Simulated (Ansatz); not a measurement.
## A strain series on SiO2 (fluorite): uniaxial along x, other directions held

SiO2 in the fluorite structure, relaxed with r2SCAN in Ansatz 0.2.0, then strained (uniaxial along x, other directions held; changes of length per length, axes as in the cell below) with the atoms relaxed again within the symmetry that is left. It is cubic, Fm-3m (No. 225); conventional cell a = 4.528 Å, 7.74 Å³ an atom. Around Si lie 8 O at 1.96 Å; around O lie 4 Si at 1.96 Å. No spin polarisation. The prototype was imposed, so other structures may be more stable.

```xyz
3
Lattice="0.0000 2.2642 2.2642 2.2642 0.0000 2.2642 2.2642 2.2642 0.0000" Properties=species:S:1:pos:R:3 pbc="T T T"
Si    0.0000    0.0000    0.0000
O     1.1321    1.1321    1.1321
O     3.3963    3.3963    3.3963
```

Gaps are the least over each mesh (PBE 10×10×10, r2SCAN 10×10×10, HSE06 6×6×6 when unstrained) and the special points, which keep their unstrained names; stress is the change from the unstrained cell, compression positive.

```tsv
strain (%)	gap, PBE (eV)	gap, r2SCAN (eV)	gap, HSE06 (eV)	edges, HSE06	stress along the strain, r2SCAN (GPa)	energy rise, r2SCAN (meV/atom)
-2.58	1.538	2.157	3.065	X	+29.50	18.0
-2.0	1.667	2.288	3.190	X	+22.47	10.7
0.0	2.085	2.712	3.595	X	0.00	0.0
+1.03	1.964	2.583	3.468	X	-10.58	2.6
+3.72	1.510	2.161	3.005	X → Γ	-35.37	32.9
+3.89	1.474	2.124	2.967	X → Γ	-36.81	35.8
```

With HSE06 the edges change from X (direct) to X → Γ (indirect) between +1.03 and +3.72 %. With r2SCAN the edges change from X (direct) to X → Γ (indirect) between +1.03 and +3.72 %. With PBE the edges change from X (direct) to X → Γ (indirect) between +1.03 and +3.72 %.

The meshes of the hybrids are coarse, so their gaps aren't converged to the digits shown.
